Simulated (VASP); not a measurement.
# MoSe2 in VASP: a series of runs, part 2 of 2

VASP 6.6.1.

### 5 Single point, PBE

This run uses another cell than the first one, of 22.29 Å³/atom, 0.826 times its volume.

The input, INCAR:

```
SYSTEM = MoSe2
ALGO = Normal ; DIPOL = 0.5 0.5 0.500
EDIFF = 1E-7 ; ENCUT = 400
GGA = PE ; IDIPOL = 3
ISIF = 2 ; ISMEAR = 0
LASPH = .True. ; LCHARG = .False.
LDIPOL = .True. ; LREAL = .False.
LVACPOTAV = .True. ; LVHAR = .True.
LWAVE = .False. ; NBANDS = 72
NELM = 120 ; PREC = Accurate
SIGMA = 0.05
```

The input, KPOINTS:

```
k-points
0
Gamma
  6 6 1
  0 0 0
```

The input, POSCAR:

```
MoSe2
1.0
    3.2879993385      0.0000000000      0.0000000000
   -1.6439996692      2.8474909548      0.0000000000
    0.0000000000      0.0000000000     28.5750000000
Se Mo
8 4
Direct
    0.3333333333      0.6666666666      0.1049868766
    0.3333333333      0.6666666666      0.2178477690
    0.6666666667      0.3333333334      0.3307086614
    0.6666666667      0.3333333334      0.4435695538
    0.3333333333      0.6666666666      0.5564304462
    0.3333333333      0.6666666666      0.6692913386
    0.6666666667      0.3333333334      0.7821522310
    0.6666666667      0.3333333334      0.8950131234
    0.6666666667      0.3333333334      0.1614173228
    0.3333333333      0.6666666666      0.3871391076
    0.6666666667      0.3333333334      0.6128608924
    0.3333333333      0.6666666666      0.8385826772
```

Potentials or basis: VASP PAW PBE potentials, release 64 (Se, Mo_sv).

Launch:

```
$ cat potpaw_PBE.64/Se/POTCAR potpaw_PBE.64/Mo_sv/POTCAR > POTCAR
$ mpirun -np 1 vasp_std > vasp.out
```

OUTCAR:

```text
SYSTEM = MoSe2
   EDIFF = 1E-7
   ENCUT = 400
   GGA = PE
   ISIF = 2
   ISMEAR = 0
   LASPH = .True.
   LREAL = .False.
   NELM = 120
   PREC = Accurate

 Found      7 irreducible k-points:

 Following reciprocal coordinates:
            Coordinates               Weight
  0.000000  0.000000  0.000000      1.000000
  0.166667 -0.000000  0.000000      6.000000
  0.333333  0.000000  0.000000      6.000000
  0.500000  0.000000  0.000000      3.000000
  0.166667  0.166667  0.000000      6.000000
  0.333333  0.166667  0.000000     12.000000
   k-points           NKPTS =      7   k-points in BZ     NKDIM =      7   number of bands    NBANDS=     72
   number of dos      NEDOS =    301   number of ions     NIONS =     12
   total plane-waves  NPLWV = 110592
   dimension x,y,z NGX =    24 NGY =   24 NGZ =  192
   dimension x,y,z NGXF=    48 NGYF=   48 NGZF=  384
   ions per type =               8   4
   NGX,Y,Z   is equivalent  to a cutoff of  12.13, 12.13, 11.17 a.u.
   NGXF,Y,Z  is equivalent  to a cutoff of  24.27, 24.27, 22.34 a.u.
 SYSTEM =  MoSe2
[... 75 lines left out ...]
      6     -29.9981      2.00000
[... 391 lines left out ...]
     63       8.2384      0.00000
     64       8.4061      0.00000

 [... further k-points ...]

 [bands above 64 left out]

------------------------ aborting loop because EDIFF is reached ----------------------------------------

  FORCE on cell =-STRESS in cart. coord.  units (eV):
  Direction    XX          YY          ZZ          XY          YZ          ZX
  --------------------------------------------------------------------------------------
  -------------------------------------------------------------------------------------
  Total        9.2002144      9.2002144     17.1427096      0.0000000     -0.0000000     -0.0000000
  in kB       55.0970338     55.0970338    102.6620040      0.0000000     -0.0000000     -0.0000000
  external PRESSURE =      70.9520239 kB  Pullay stress =       0.0000000 kB

 VOLUME and BASIS-vectors are now :
 -----------------------------------------------------------------------------
  energy-cutoff  :      400.00
  volume of cell :      267.53
      direct lattice vectors                 reciprocal lattice vectors
     3.287999339  0.000000000  0.000000000     0.304136314  0.175593183  0.000000000
    -1.643999669  2.847490955  0.000000000     0.000000000  0.351186366  0.000000000
     0.000000000  0.000000000 28.575000000     0.000000000  0.000000000  0.034995626

 POSITION                                       TOTAL-FORCE (eV/Angst)
 -----------------------------------------------------------------------------------
      0.00000      1.89833      3.00000        -0.000000      0.000000     -1.245128
      0.00000      1.89833      6.22500        -0.000000     -0.000000      1.156445
      1.64400      0.94916      9.45000        -0.000000      0.000000     -1.154405
      1.64400      0.94916     12.67500         0.000000      0.000000      1.153540
      0.00000      1.89833     15.90000        -0.000000      0.000000     -1.153540
      0.00000      1.89833     19.12500         0.000000     -0.000000      1.154405
      1.64400      0.94916     22.35000         0.000000      0.000000     -1.156445
      1.64400      0.94916     25.57500         0.000000      0.000000      1.245128
      1.64400      0.94916      4.61250         0.000000      0.000000     -0.039793
      0.00000      1.89833     11.06250         0.000000     -0.000000     -0.000235
      1.64400      0.94916     17.51250        -0.000000     -0.000000      0.000235
      0.00000      1.89833     23.96250         0.000000      0.000000      0.039793
 -----------------------------------------------------------------------------------
    total drift:                               -0.000000      0.000000      0.000000

  FREE ENERGIE OF THE ION-ELECTRON SYSTEM (eV)
  ---------------------------------------------------
  free  energy   TOTEN  =       -79.4676127051 eV

  energy  without entropy=      -79.4676127051  energy(sigma->0) =      -79.46761271
```

OSZICAR:

```text
N       E                     dE             d eps       ncg     rms          rms(c)
DAV:   1     0.789583379286E+03    0.78958E+03   -0.49568E+04  1176   0.109E+03
DAV:   2    -0.359311519522E+02   -0.82551E+03   -0.79152E+03  1272   0.313E+02
DAV:   3    -0.821666390523E+02   -0.46235E+02   -0.45261E+02  1184   0.664E+01
[... 11 lines left out ...]
DAV:  15    -0.794676168928E+02    0.13340E-04   -0.20636E-05  1184   0.168E-02    0.492E-03
DAV:  16    -0.794676126486E+02    0.42442E-05   -0.44057E-06  1064   0.717E-03    0.633E-03
DAV:  17    -0.794676125103E+02    0.13829E-06   -0.51507E-07  1056   0.244E-03    0.295E-03
DAV:  18    -0.794676126257E+02   -0.11535E-06   -0.45888E-08   720   0.743E-04    0.184E-03
DAV:  19    -0.794676127051E+02   -0.79439E-07   -0.10246E-07   840   0.105E-03
   1 F= -.79467613E+02 E0= -.79467613E+02  d E =-.898708E-15
```

It took 1.8 min on 1 thread of AMD EPYC 9R14 (Zen 4), shared host; peak memory 0.3 GiB.

These settings aren't checked as converged: the numbers below hold their error.

Results:

```
Free energy            : -79.4676 eV
Largest force          : 1.245 eV/Å
Band gap on the k mesh : 0.92 eV, indirect (least direct gap 1.39 eV)
```

Caveat: the cell's inner coordinates are idealised or old, which leaves forces on the atoms.
